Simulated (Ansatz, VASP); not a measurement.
Given: the input of a run of VASP 6.6.1 on Mg.

Contents of INCAR:

```
SYSTEM = Mg
PREC = Accurate
ENCUT = 520
EDIFF = 1E-6
ISMEAR = -1
SIGMA = 0.05
LREAL = .FALSE.
LASPH = .TRUE.
NELM = 100
ALGO = Normal
ISIF = 2
LWAVE = .FALSE.
LCHARG = .TRUE.
GGA = PE
LELF = .TRUE.
LVHAR = .TRUE.
NBANDS = 9
```

File KPOINTS:

```
Automatic mesh
0
G
  10 10 5
  0 0 0
```

File POSCAR:

```
Mg
1.0
    3.2722434310      0.0000000000      0.0000000000
   -1.6361217155      2.8338459386      0.0000000000
    0.0000000000      0.0000000000      5.3124886887
Mg
2
Direct
    0.6666666667      0.3333333333      0.7500000000
    0.3333333333      0.6666666667      0.2500000000
```

Potentials or basis: VASP PAW PBE potentials, release 64 (Mg).

Command:

```bash
$ cat potpaw_PBE.64/Mg/POTCAR > POTCAR
$ mpirun -np 1 vasp_std > vasp.out
```

Question: Translate it to Ansatz 0.2.0. Potentials there: Ansatz PAW.

Answer: As run (the cutoff follows the program's own potentials):

input.yaml

```yaml
crystal:
  lattice:
    - [3.272243431, 0.0, 0.0]
    - [-1.6361217155, 2.8338459386, 0.0]
    - [0.0, 0.0, 5.3124886887]
  atoms:
    - { symbol: Mg, position: [0.6666666667, 0.3333333333, 0.75] }
    - { symbol: Mg, position: [0.3333333333, 0.6666666667, 0.25] }
hamiltonian:
  xc: pbe
  pseudopotentials: { kind: paw }
kpoints:
  mp_grid: { grid: [10, 10, 5] }
scf:
  occupations: { method: fermi_dirac, width: 0.05 }
output:
  forces: true
  stress: true
  eigenvalues: true
```

Potentials or basis: Ansatz PAW.

Launch:

```bash
$ ansatz run input.yaml --threads 2 --pin off --max-ram 5632MiB --backend cpu --events-out ev --progress --plain --runs-dir out
```

Both were run:

|  | VASP | Ansatz | Ansatz less VASP |
| --- | --- | --- | --- |
| gap on the k mesh at the Fermi level (eV) | none | none | - |
| pressure (GPa) | -2.2 | -2.1 | +0.12 |
| largest component of the traceless stress (GPa) | 0.83 | 0.83 | -0.001 |

A gap of «none» marks a metal or a gap that the smearing closes. The two sets of potentials don't hold the same shells in valence.
